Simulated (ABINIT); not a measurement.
**ZnS (Wurtzite-2H): band structure with PBE**

**The experiment to reproduce.**

From a printed reference work, monograph, for a bulk crystal of ZnS at 4 K: band gap 3.911 eV (direct).

The system is ZnS (Wurtzite-2H).

```
Zn S
1.0
     3.81100    0.00000    0.00000
    -1.90550    3.30042    0.00000
     0.00000    0.00000    6.23400
Zn S
2 2
Direct
  0.66667 0.33333 0.50000
  0.33333 0.66667 0.00000
  0.66667 0.33333 0.88500
  0.33333 0.66667 0.38500
```

```json
{
 "Program": "ABINIT 10.8.3 (patched build)",
 "Task": "band structure",
 "Functional": "PBE",
 "Potentials or basis": "JTH PAW PBE v2.0",
 "Cutoff": "544 eV",
 "k mesh": "8 × 8 × 5",
 "Occupations": "fermi-dirac, width 0.05 eV",
 "Spin": "no spin polarisation",
 "Fine-grid cutoff": "1088.46 eV",
 "Exchange and correlation inside the PAW spheres": "full angular mesh (pawxcdev 0, this build's default; the released program takes 1)"
}
```

- Largest force: 0.315 eV/Å
- Band gap on the k mesh: 2.23 eV, direct
- Valence electrons inside the program's atomic spheres: Zn 10.80; S 3.62

Forces in eV/Å, atoms in the order of the input:
```
Zn   0.000  0.000  0.315
Zn   0.000  0.000  0.315
S    0.000  0.000 -0.315
S    0.000  0.000 -0.315
```

Levels at the corners of the path, in eV from the valence-band top:
| point | band 16 | band 17 | band 18 | band 19 | band 20 | band 21 |
| --- | --- | --- | --- | --- | --- | --- |
| Γ | -0.01 | -0.01 | 0.00 | 2.23 | 2.98 | 6.28 |
| M | -2.25 | -1.56 | -0.98 | 3.61 | 4.25 | 5.17 |
| K | -2.21 | -2.21 | -2.21 | 4.47 | 5.90 | 5.90 |
| Γ | -0.01 | -0.01 | 0.00 | 2.23 | 2.98 | 6.28 |
| A | -0.45 | -0.45 | -0.45 | 3.50 | 3.50 | 6.70 |
| L | -1.66 | -1.53 | -1.53 | 3.61 | 3.61 | 5.13 |
| H | -3.11 | -1.25 | -1.25 | 4.53 | 4.53 | 6.47 |
| A | -0.45 | -0.45 | -0.45 | 3.50 | 3.50 | 6.70 |

It took 4.1 min on 1 thread of Arm Neoverse V2, on a shared host, peak memory 0.2 GiB.

Against the measured gap of ZnS, 3.911 eV (direct; 4 K; a printed reference work, monograph), the calculated 2.23 eV is off by -1.68 eV. The value is that of PBE, without temperature or zero-point motion. Semilocal functionals fall short of measured gaps as a rule.
